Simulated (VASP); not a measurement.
Here is a VASP 6.6.1 calculation.

File INCAR:

```
PREC = Accurate
ENCUT = 520
EDIFF = 1E-6
ISMEAR = 0
SIGMA = 0.02
LREAL = False
LASPH = True
NELM = 100
ALGO = Fast
ISIF = 2
LWAVE = False
LCHARG = True
GGA = PE
IVDW = 12
LELF = True
LVHAR = True
NBANDS = 64
```

The input KPOINTS:

```
Automatic mesh
0
Gamma
  9 9 1
```

POSCAR

```
Te2Mo
1.0
    3.4966641525      0.0000000000      0.0000000000
   -1.7483320762      3.0281999846      0.0000000000
    0.0000000000      0.0000000000     27.4108141045
Te Mo
8 4
Direct
    0.3333333333      0.6666666667      0.8086956545
    0.3333333333      0.6666666667      0.3087082930
    0.6666666667      0.3333333333      0.5587037323
    0.6666666667      0.3333333333      0.0587160726
    0.6666666667      0.3333333333      0.6912917070
    0.6666666667      0.3333333333      0.1913043455
    0.3333333333      0.6666666667      0.9412839274
    0.3333333333      0.6666666667      0.4412962677
    0.3333333333      0.6666666667      0.6249977625
    0.3333333333      0.6666666667      0.1250103302
    0.6666666667      0.3333333333      0.8749896698
    0.6666666667      0.3333333333      0.3750022375
```

Potentials or basis: VASP PAW PBE potentials, release 64 (Te, Mo_sv).

Command:

```sh
$ cat potpaw_PBE.64/Te/POTCAR potpaw_PBE.64/Mo_sv/POTCAR > POTCAR
$ mpirun -np 1 vasp_std > vasp.out
```

Task: Predict the largest force.

Result: 0.015 eV/Å.

Task: Estimate the dispersion energy per atom.

Result: -0.554 eV.

Forces in eV/Å, atoms in the order of the input:
```
Te   0.000  0.000 -0.015
Te   0.000  0.000 -0.015
Te   0.000  0.000 -0.015
Te   0.000  0.000 -0.015
Te   0.000  0.000  0.015
Te   0.000  0.000  0.015
Te   0.000  0.000  0.015
Te   0.000  0.000  0.015
Mo   0.000  0.000  0.000
Mo   0.000  0.000  0.000
Mo   0.000  0.000  0.000
Mo   0.000  0.000  0.000
```

Caveat: spin-orbit coupling is left out, which moves the levels of the heavy elements; an odd mesh through Γ misses points on the zone boundary, where band edges often lie.

The gap isn't set beside the measured one, since this odd mesh misses points on the zone boundary.
